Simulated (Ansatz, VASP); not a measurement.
**Two plane-wave programs on BaTe**

The input INCAR:

```
SYSTEM = BaTe
PREC     = Accurate       ! precision mode
ENCUT    = 520            ! plane-wave cutoff, eV
EDIFF    = 1E-6           ! SCF threshold, eV
ISMEAR   = 0              ! smearing method
SIGMA    = 0.02           ! smearing width, eV
LREAL    = .FALSE.        ! projectors in reciprocal space
LASPH    = .TRUE.         ! aspherical terms in the spheres
NELM     = 100            ! most SCF steps
ALGO     = Normal         ! electronic algorithm
ISIF     = 2              ! what is computed and relaxed
LWAVE    = .FALSE.        ! write WAVECAR
LCHARG   = .TRUE.         ! write CHGCAR
GGA      = PE             ! functional
LELF     = .TRUE.         ! ELF
LVHAR    = .TRUE.       
NBANDS   = 15             ! bands
```

Contents of KPOINTS:

```
Automatic mesh
0
G
  6 6 6
  0 0 0
```

The input POSCAR:

```
BaTe
1.0
    0.0000000000      3.5923931838      3.5923931838
    3.5923931838      0.0000000000      3.5923931838
    3.5923931838      3.5923931838      0.0000000000
Ba Te
1 1
Direct
    0.0000000000      0.0000000000      0.0000000000
    0.7500000000      0.7500000000      0.7500000000
```

Input for Ansatz:

```yaml
crystal:
  lattice:
    - [0.0, 3.5923931838, 3.5923931838]
    - [3.5923931838, 0.0, 3.5923931838]
    - [3.5923931838, 3.5923931838, 0.0]
  atoms:
    - { symbol: Ba, position: [0.0, 0.0, 0.0] }
    - { symbol: Te, position: [0.75, 0.75, 0.75] }
basis:
  ecutwfc: 420
kpoints:
  mp_grid: { grid: [6, 6, 6] }
hamiltonian:
  xc: pbe
scf:
  occupations: { method: gaussian, width: 0.02 }
output:
  forces: true
  stress: true
  eigenvalues: true
```

Alike in both runs: task single point; functional PBE; k mesh 6 × 6 × 6; occupations gaussian, width 0.02 eV; no spin polarisation.

|  | VASP | Ansatz |
| --- | --- | --- |
| version | VASP 6.6.1 | Ansatz 0.2.0 |
| potentials or method | VASP PAW PBE potentials, release 64 (Ba_sv, Te) | scalar-relativistic, plane waves, PAW |
| plane-wave cutoff (eV) | 520 | 420 |
| valence electrons in the cell | 16 | 26 |

```tsv
	VASP	Ansatz	Ansatz less VASP
gap on the k mesh at the Fermi level (eV)	2.68	2.72	+0.041
least direct gap on the mesh (eV)	2.68	2.72	+0.041
pressure (GPa)	8.5	8.0	-0.51
```

The two sets of potentials don't hold the same shells in valence.

Caveats: spin-orbit coupling is left out, which moves the levels of the heavy elements. A k mesh can miss the band edges.
